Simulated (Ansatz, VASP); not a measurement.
## NaCl (Halite) in two plane-wave programs

Wanted: the spread between two codes on one cell, functional and k mesh. The cell is taken from a series of VASP runs on this material, whose earlier steps may have relaxed, scaled or displaced it; both programs get it as it stands. Other levels of theory on this material are compared in a session of their own.

Main program and level: Ansatz 0.2.0; plane waves, with VASP 6.6.1 beside it; band structure at r2SCAN and single point at LDA.

**1. Starting point**

Symmetry: Fm-3m, No. 225, cubic system. The conventional cell has a = 5.641 Å, b = 5.641 Å, c = 5.641 Å, α = 90.00°, β = 90.00°, γ = 90.00°. Nearest to Cl lie 6 Na at 2.82 Å. Nearest to Na lie 6 Cl at 2.82 Å. Farther neighbours and most contacts between anions are not listed.

**2. Ansatz: band structure, r2SCAN**

Ansatz runs on its default PAW (the set named soft_2) files.

Levels along a path test the potential and the projectors away from the mesh points.

Contents of input.yaml:

```yaml
crystal:
  lattice:
    - [0.0, 2.82028, 2.82028]
    - [2.82028, 0.0, 2.82028]
    - [2.82028, 2.82028, 0.0]
  atoms:
    - { symbol: Cl, position: [0.5, 0.5, 0.5] }
    - { symbol: Na, position: [0.0, 0.0, 0.0] }
hamiltonian:
  xc: r2scan
  pseudopotentials: { kind: paw }
kpoints:
  mp_grid: { grid: [6, 6, 6] }
  band_path:
    path:
      - [0.0, 0.0, 0.0]
      - [0.16667, 0.0, 0.16667]
      - [0.33333, 0.0, 0.33333]
      - [0.5, 0.0, 0.5]
      - [0.5, 0.08333, 0.58333]
      - [0.5, 0.19444, 0.69444]
      - [0.5, 0.25, 0.75]
      - [0.45833, 0.29167, 0.75]
      - [0.40278, 0.34722, 0.75]
      - [0.375, 0.375, 0.75]
      - [0.20833, 0.20833, 0.41667]
      - [0.08333, 0.08333, 0.16667]
      - [0.0, 0.0, 0.0]
      - [0.22222, 0.22222, 0.22222]
      - [0.38889, 0.38889, 0.38889]
      - [0.51389, 0.47222, 0.51389]
      - [0.55556, 0.38889, 0.55556]
      - [0.61111, 0.27778, 0.61111]
      - [0.61111, 0.25, 0.63889]
      - [0.56944, 0.25, 0.68056]
      - [0.51389, 0.25, 0.73611]
      - [0.5, 0.27778, 0.72222]
      - [0.5, 0.38889, 0.61111]
      - [0.5, 0.47222, 0.52778]
      - [0.48611, 0.48611, 0.52778]
      - [0.43056, 0.43056, 0.63889]
      - [0.38889, 0.38889, 0.72222]
      - [0.59722, 0.19444, 0.59722]
      - [0.55556, 0.11111, 0.55556]
      - [0.5, 0.0, 0.5]
    npoints: 1
scf:
  occupations: { method: gaussian, width: 0.03 }
  n_extra_bands: 7
output:
  forces: true
  stress: true
  eigenvalues: true
  write_density: true
  write_potential: true
  elf: true
  volumetric_format: npy
```

Launch:

```
$ ansatz run input.yaml --threads 2 --pin off --max-ram 4608MiB --backend cpu --events-out ev --progress --plain --runs-dir out
```

Numbers of over 12 decimals in the logs are rounded to 6 here.

The log of the run:

```text
scf.n_extra_bands = 7 over 8 filled bands (N_el = 16.0): the run solves 15 bands
Engine: ansatz 0.2.0, x86_64-unknown-linux-gnu
Pseudopotentials: kind: paw
Pseudopotential: Cl, paw, valence charge 7, recommended cutoff 500 eV (meta_gga), Cl.paw.azcp
Pseudopotential: Na, paw, valence charge 9, recommended cutoff 500 eV (meta_gga), Na.paw.azcp
Functional definition: r2SCAN
  parameter k0 = 0.174
  parameter k1 = 0.065
  parameter a1 = 4.9479
  exchange = r2scan_x(k0 = k0, k1 = k1, a1 = a1)
  correlation = r2scan_c
Crystal: 2 atoms, lattice volume = 44.865 Å³
Basis set: ecut = 500 eV, 1139 PW (Γ), exchange–correlation on 120×120×120 points (64 copies of the dense FFT grid, shifted against one another)
Bands: 15, of which v1, the nominal top of the filled ones, is band 8 counted from 1 (7 counted from 0)
Symmetry: 48 space group operations
Space group: Fm-3m (ITA 225), of the structure as read, at distance tolerance 3.6e-5 Å
k-points: 16 of 216
Non-local potential: Cl, projectors of the file, l = 0: 2, l = 1: 2, l = 2: 2
Non-local potential: Na, projectors of the file, l = 0: 3, l = 1: 2, l = 2: 1
PAW form: soft (Blöchl's): semilocal exchange-correlation on the pseudo side does not see the compensation charge
PAW frozen core: Cl, regenerated for the run's functional (the file was generated under x = pbe(κ = 0.804, μ = 0.219515), c = pbe(β = 0.066725))
PAW frozen core: Na, regenerated for the run's functional (the file was generated under x = pbe(κ = 0.804, μ = 0.219515), c = pbe(β = 0.066725))
PAW one-centre angular grid: Cl, 302 points (default); XC on 160 Gauss nodes
PAW one-centre angular grid: Na, 302 points (default); XC on 339 of its mesh's 2595 points in the sphere
Initial density: superposition of atomic densities (neutral atoms: chi_scale 0, normalization atom), corrected by the library's trained network
Initial wavefunctions: pseudopotential atomic-orbital guess
Functional: x = r2scan, c = r2scan; τ floored in thin density (d = 2e-4 eV/Å³)
SCF iter   1: F=—  HF=-2576.317139 eV  |F-HF|=—  |Δ(HF+E_count)|=         —  Δρ=7.15e-3  dr2=1.03e-2  dr2_τ=1.77e-3  ethr=1.77e-3  ⟨swp⟩=5.4  Hψ=1314  notcnv=0
preconditioner: auto → none  [insulator: Δε(μ)=5.878 eV  Ē_g=16.856 eV  σ=0.030 eV  W_gap=1.00  n_scr=14 (ndim 8)  ℏωp=15.7 eV  f_vac=0.030  D(μ)=0.00/eV (n_scr^D=0)  ε∞_Penn≈1.9]
SCF iter   2: F=—  HF=-2576.326246 eV  |F-HF|=—  |Δ(HF+E_count)|=   9.11e-3  Δρ=1.92e-3  dr2=8.11e-4  dr2_τ=2.07e-4  ethr=6.43e-5  ⟨swp⟩=2.1  Hψ=580  notcnv=0  defer=31
SCF iter   3: F=—  HF=-2576.326390 eV  |F-HF|=—  |Δ(HF+E_count)|=   1.44e-4  Δρ=6.20e-4  dr2=9.58e-5  dr2_τ=1.43e-5  ethr=5.07e-6  ⟨swp⟩=2.5  Hψ=370  notcnv=0  defer=31
SCF iter   4: F=—  HF=-2576.326411 eV  |F-HF|=—  |Δ(HF+E_count)|=   2.10e-5  Δρ=2.41e-4  dr2=9.84e-6  dr2_τ=1.91e-6  ethr=5.99e-7  ⟨swp⟩=2.1  Hψ=266  notcnv=0  defer=31
iter 5 did not close the SCF: its close was put off for the readings that it lacked (scf_convergence_deferred on its scf_iter line)
SCF iter   5: F=-2576.326417 eV  HF=-2576.326417 eV  |F-HF|=1.13e-8  |Δ(HF+E_count)|=   5.77e-6  Δρ=1.35e-5  dr2=3.59e-8  dr2_τ=1.04e-8  ethr=6.15e-8  ⟨swp⟩=2.9  Hψ=337  notcnv=0  defer=31
SCF iter   6: F=-2576.326417 eV  HF=-2576.326417 eV  |F-HF|=2.99e-9  |Δ(HF+E_count)|=   2.52e-8  Δρ=2.79e-6  dr2=4.64e-9  dr2_τ=2.44e-10  ethr=2.24e-10  ⟨swp⟩=9.1  Hψ=1408  notcnv=0
SCF 1 converged in 6 iterations: F = -2576.326417 eV  dr2 = 4.64e-9
  greatest PAW one-centre occupation: 1.000 electrons in one spin orbital (limit 2), on the Na atom at site 1 (counted from 0), in its partial waves of l = 0
NSCF: frozen V_eff on 30 k-points
SCF converged after 6 iterations
Free energy (F): -2576.326417 eV
Harris-Foulkes:  -2576.326417 eV  (|F-HF|=2.99e-9)
Internal energy: -2576.326417 eV  (E = F + TS)
E sigma→0 (E₀):  -2576.326417 eV
Fermi energy:    3.623744 eV
--- Per-component energies (eV) ---
  E_band       = -250.454457
  E_kinetic    = 282.626254
  E_local      = -1531.768258  (includes V_loc(G=0)·N_el)
  E_nonlocal   = 144.180403
  E_hartree    = 540.916730
  E_xc         = -141.699871
  E_vxc        = -191.209517  (∫ρ·V_xc dr)
  E_paw        = -934.358314  (= ΣΔE_a)
  E_vpaw       = -48.299126  (= ΣTr[D̂ρ^β])
  E_aug_tail   = 0.000020  (compensation charges beyond the density's cutoff)
  E_vtau       = 12.183261  (kinetic-family band-sum trace: ∫τ·v_τ [+ j·A + Jᵃ·Aᵃ] dr)
  E_ewald      = -936.060707
  E_core_change = -0.162674  (= ΣΔE_core)
  E_smearing   = -0.000000  (= −TS)
  E_closure    = 0.000000  (closes the sum)
  Σ components = -2576.326417   (vs F -2576.326417, Δ=0.00e0)
--- Forces (eV/Å), atoms counted from 1 ---
  atom   1  Cl     0.00000000    -0.00000000    -0.00000000
  atom   2  Na    -0.00000000    -0.00000000    -0.00000000
  max |Σ_I F_I| component: 8.83e-30 eV/Å
--- Stress (GPa, compression-positive) ---
       -0.458877       0.000000      -0.000000
        0.000000      -0.458877       0.000000
        0.000000      -0.000000      -0.458877
  P = ⅓ Tr σ = -0.4589 GPa (-4.589 kbar)
--- Band table (eV; the first three rows and the last of 16) ---
  k-point 0: bands = [... 4 lower, -12.5392, 0.6753, 0.6753, 0.6753, 6.5720, 12.3984, 12.3984, 12.3984, ... 3 higher]
  k-point 1: bands = [... 4 lower, -12.4575, 0.0873, 0.6044, 0.6044, 7.3791, 11.6273, 12.6985, 12.6985, ... 3 higher]
  k-point 2: bands = [... 4 lower, -12.2873, -0.8493, 0.4690, 0.4690, 8.4421, 11.5458, 12.5590, 12.5590, ... 3 higher]
  k-point 15: bands = [... 4 lower, -12.1355, -0.7802, -0.2488, -0.0419, 9.9141, 10.1606, 11.9294, 13.6096, ... 3 higher]
```

The job ended after 8.8 s (2 threads of AMD EPYC 7R13 (Zen 3), shared host; peak memory 0.41 GiB).

Reading the cycles: dr2 is the Hartree energy of the density residual (eV), the measure of convergence; HF is the Harris–Foulkes estimate of the energy, which meets the free energy F at convergence.

**3. VASP: band structure, r2SCAN**

The same cell, functional, mesh and smearing now go to VASP, with its own data sets and cutoff.

Lines of VASP's logs that name or quote its potential files are left out, and so is its time.

Contents of INCAR:

```
SYSTEM = NaCl
PREC = Accurate
ENCUT = 350
EDIFF = 1E-06
NELM = 100
ISMEAR = 0
SIGMA = 0.03
LREAL = .FALSE.
ALGO = Normal
METAGGA = R2SCAN
LASPH = .TRUE.
NBANDS = 19
LORBIT = 11
LWAVE = .FALSE.
LCHARG = .FALSE.
KPAR = 4
```

Contents of POSCAR:

```
NaCl
1.0
    0.0000000000      2.8202800000      2.8202800000
    2.8202800000      0.0000000000      2.8202800000
    2.8202800000      2.8202800000      0.0000000000
Cl Na
1 1
Direct
    0.5000000000      0.5000000000      0.5000000000
    0.0000000000      0.0000000000      0.0000000000
```

Contents of KPOINTS:

```
Automatic mesh
0
Gamma
6 6 6
0 0 0
```

Contents of KPOINTS_OPT:

```
Line mode
10
Line-mode
Reciprocal
  0.00000000   0.00000000   0.00000000 GAMMA
  0.50000000   0.00000000   0.50000000 X

  0.50000000   0.00000000   0.50000000 X
  0.50000000   0.25000000   0.75000000 W

  0.50000000   0.25000000   0.75000000 W
  0.37500000   0.37500000   0.75000000 K

  0.37500000   0.37500000   0.75000000 K
  0.00000000   0.00000000   0.00000000 GAMMA

  0.00000000   0.00000000   0.00000000 GAMMA
  0.50000000   0.50000000   0.50000000 L

  0.50000000   0.50000000   0.50000000 L
  0.62500000   0.25000000   0.62500000 U

  0.62500000   0.25000000   0.62500000 U
  0.50000000   0.25000000   0.75000000 W

  0.50000000   0.25000000   0.75000000 W
  0.50000000   0.50000000   0.50000000 L

  0.50000000   0.50000000   0.50000000 L
  0.37500000   0.37500000   0.75000000 K

  0.62500000   0.25000000   0.62500000 U
  0.50000000   0.00000000   0.50000000 X
```

Potentials, in the order of the species: Cl and Na_pv (PBE family, release 64).

Launch:

```
$ mpirun -np 4 vasp_std
```

The log of the run:

```text
[banner, memory and clock lines left out]
running    4 mpi-ranks, on    1 nodes
 distrk:  each k-point on    1 cores,    4 groups
 distr:  one band on    1 cores,    1 groups

 POSCAR found type information on POSCAR ClNa
 POSCAR found :  2 types and       2 ions
|                                                                             |
|               ----> ADVICE to this user running VASP <----                  |
|                                                                             |
|     You enforced a specific xc type in the INCAR file but a different       |
|     [... a line on the potential file left out ...]
|     I HOPE YOU KNOW WHAT YOU ARE DOING!                                     |
|                                                                             |

 LDA part: xc-table for (None), standard interpolation
 POSCAR, INCAR and KPOINTS ok, starting setup
 FFT: planning ... GRIDC
 FFT: planning ... GRID_SOFT
 FFT: planning ... GRID
 WAVECAR not read
 entering main loop
       N       E                     dE             d eps       ncg     rms          rms(c)
DAV:   1     0.808822148442E+02    0.80882E+02   -0.55084E+03   632   0.579E+02
DAV:   2    -0.990002256885E+01   -0.90782E+02   -0.84749E+02   690   0.191E+02
DAV:   3    -0.158968287177E+02   -0.59968E+01   -0.59594E+01   731   0.506E+01
DAV:   4    -0.159681739630E+02   -0.71345E-01   -0.71302E-01   778   0.562E+00
DAV:   5    -0.159693391917E+02   -0.11652E-02   -0.11652E-02   741   0.752E-01    0.218E+00
DAV:   6    -0.137927160486E+02    0.21766E+01   -0.42220E-01   632   0.494E+00    0.219E+00
DAV:   7    -0.137777940078E+02    0.14922E-01   -0.11778E-01   708   0.204E+00    0.121E+00
DAV:   8    -0.137830655188E+02   -0.52715E-02   -0.63410E-03   650   0.434E-01    0.479E-01
DAV:   9    -0.137850755524E+02   -0.20100E-02   -0.37596E-03   632   0.425E-01    0.150E-01
DAV:  10    -0.137850701014E+02    0.54509E-05   -0.90834E-05   735   0.653E-02    0.232E-01
DAV:  11    -0.137851716524E+02   -0.10155E-03   -0.10027E-04   668   0.486E-02    0.546E-02
DAV:  12    -0.137851531536E+02    0.18499E-04   -0.72414E-06   706   0.143E-02    0.184E-02
DAV:  13    -0.137851423868E+02    0.10767E-04   -0.72243E-07   701   0.490E-03    0.657E-03
DAV:  14    -0.137851374050E+02    0.49818E-05   -0.50708E-08   382   0.158E-03    0.203E-03
DAV:  15    -0.137851361312E+02    0.12738E-05   -0.13232E-08   364   0.683E-04    0.829E-04
DAV:  16    -0.137851349670E+02    0.11643E-05   -0.29315E-09   343   0.392E-04    0.245E-04
DAV:  17    -0.137851346840E+02    0.28292E-06   -0.88085E-10   331   0.187E-04
   1 F= -.13785135E+02 E0= -.13785135E+02  d E =-.470793E-29
 Start KPOINTS_OPT (optional k-point list driver)
k-point batch [1-16\100]
       N       E                     dE             ncg
DAV:   1    -0.118442604257E+04   -0.58556E+04      632
DAV:   2    -0.270850356566E+04   -0.15241E+04      704
DAV:   3    -0.280680536295E+04   -0.98302E+02      732
DAV:   4    -0.280801571449E+04   -0.12104E+01      754
DAV:   5    -0.280803433365E+04   -0.18619E-01      735
DAV:   6    -0.280803481175E+04   -0.47810E-03      748
DAV:   7    -0.280803482683E+04   -0.15086E-04      762
DAV:   8    -0.280803482727E+04   -0.43363E-06      546
[...]
k-point batch [97-100\100]
       N       E                     dE             ncg
DAV:   1     0.458451403139E+04   -0.21960E+04      152
DAV:   2     0.420485616169E+04   -0.37966E+03      203
DAV:   3     0.418035114996E+04   -0.24505E+02      169
DAV:   4     0.418005114110E+04   -0.30001E+00      184
DAV:   5     0.418004614725E+04   -0.49938E-02      184
DAV:   6     0.418004600458E+04   -0.14267E-03      197
DAV:   7     0.418004599954E+04   -0.50428E-05      184
DAV:   8     0.418004599937E+04   -0.16875E-06      143
```

OUTCAR, selected parts (step 3):

```text
ion  position               nearest neighbor table
   1  0.500  0.500  0.500-
   2  0.000  0.000  0.000-

  LATTYP: Found a face centered cubic cell.
 ALAT       =     5.6405600000

 Subroutine GETGRP returns: Found 48 space group operations
 (whereof 48 operations were pure point group operations)

The static configuration has the point symmetry O_h .

 Found     16 irreducible k-points:

   k-points           NKPTS =     16   k-points in BZ     NKDIM =     16   number of bands    NBANDS=     19

   dimension x,y,z NGX =    24 NGY =   24 NGZ =   24
   dimension x,y,z NGXF=    48 NGYF=   48 NGZF=   48

   ENCUT  =  350.0 eV  25.72 Ry    5.07 a.u.   6.08  6.08  6.08*2*pi/ulx,y,z

   NELECT =      14.0000    total number of electrons

 k-points in reciprocal lattice and weights: Automatic mesh
   0.00000000  0.00000000  0.00000000       0.005
   0.16666667  0.00000000  0.00000000       0.037
   0.33333333  0.00000000  0.00000000       0.037
   0.50000000  0.00000000  0.00000000       0.019
   0.16666667  0.16666667  0.00000000       0.028
   0.33333333  0.16666667  0.00000000       0.111
   0.50000000  0.16666667  0.00000000       0.111
  -0.33333333  0.16666667  0.00000000       0.111
  -0.16666667  0.16666667  0.00000000       0.056
[...]
-0.33333333  0.33333333  0.16666667       0.111
  -0.33333333  0.50000000  0.16666667       0.056

 average (electrostatic) potential at core
       1 -96.9328       2 -52.1906

 E-fermi :  -0.9326

 k-point     1 :       0.0000    0.0000    0.0000
  band No.  band energies     occupation
    ...
      3     -22.6784      2.00000
      4     -14.3869      2.00000
      5      -1.1634      2.00000
      6      -1.1634      2.00000
      7      -1.1634      2.00000
      8       4.7558      0.00000
      9      10.5990      0.00000
     10      10.5991      0.00000
     11      10.5991      0.00000
     12      12.8478      0.00000
    ...

 k-point     2 :       0.1667    0.0000    0.0000
  band No.  band energies     occupation
    ...
      3     -22.6789      2.00000
      4     -14.3053      2.00000
      5      -1.7492      2.00000
      6      -1.2361      2.00000
      7      -1.2361      2.00000
      8       5.5597      0.00000
      9       9.8145      0.00000
     10      10.9151      0.00000
     11      10.9152      0.00000
     12      12.5765      0.00000
    ...

 k-point     3 :       0.3333    0.0000    0.0000
  band No.  band energies     occupation
    ...
      3     -22.6798      2.00000
      4     -14.1350      2.00000
      5      -2.6835      2.00000
      6      -1.3750      2.00000
      7      -1.3749      2.00000
      8       6.6219      0.00000
      9       9.7251      0.00000
     10      10.8182      0.00000
     11      10.8182      0.00000
     12      13.6812      0.00000
    ...

  Total       -0.2245373     -0.2245373     -0.2245373      0.0000000      0.0000000     -0.0000000
  in kB       -8.0184850     -8.0184850     -8.0184850      0.0000000      0.0000000     -0.0000000
  external PRESSURE =      -8.0184850 kB  Pullay stress =       0.0000000 kB

  energy-cutoff  :      350.00
  volume of cell :       44.86
      direct lattice vectors                 reciprocal lattice vectors
     0.000000000  2.820280000  2.820280000    -0.177287362  0.177287362  0.177287362
     2.820280000  0.000000000  2.820280000     0.177287362 -0.177287362  0.177287362
     2.820280000  2.820280000  0.000000000     0.177287362  0.177287362 -0.177287362

 POSITION                                       TOTAL-FORCE (eV/Angst)
 -----------------------------------------------------------------------------------
      2.82028      2.82028      2.82028         0.000000      0.000000     -0.000000
      0.00000      0.00000      0.00000         0.000000     -0.000000      0.000000
 -----------------------------------------------------------------------------------
    total drift:                                0.000000     -0.000000     -0.000000

  FREE ENERGIE OF THE ION-ELECTRON SYSTEM (eV)
  ---------------------------------------------------
  free  energy   TOTEN  =       -13.7851346840 eV

  energy  without entropy=      -13.7851346840  energy(sigma->0) =      -13.78513468

 total charge
# of ion       s       p       d       tot
------------------------------------------
    1        1.594   3.606   0.000   5.200
    2        0.035   5.978   0.000   6.013
--------------------------------------------------
tot          1.628   9.584   0.000  11.212

[... 3 further parts left out ...]
```

The run ends at a pressure of -0.80 GPa.

(Part 1 of 2 ends here.)

[Lines on the potential files, build, host, timing and source positions are cut from VASP's logs without a mark.]

[Logs are printed without paths, hosts, clocks, repeated set-up lines and the standing remarks that a program may print on its own settings, such as how far it seeks lower states.]

[Hosts, paths, dates, database ids (printed as entryN), source tags and the programs' standing remarks are cut or masked in the printed files.]
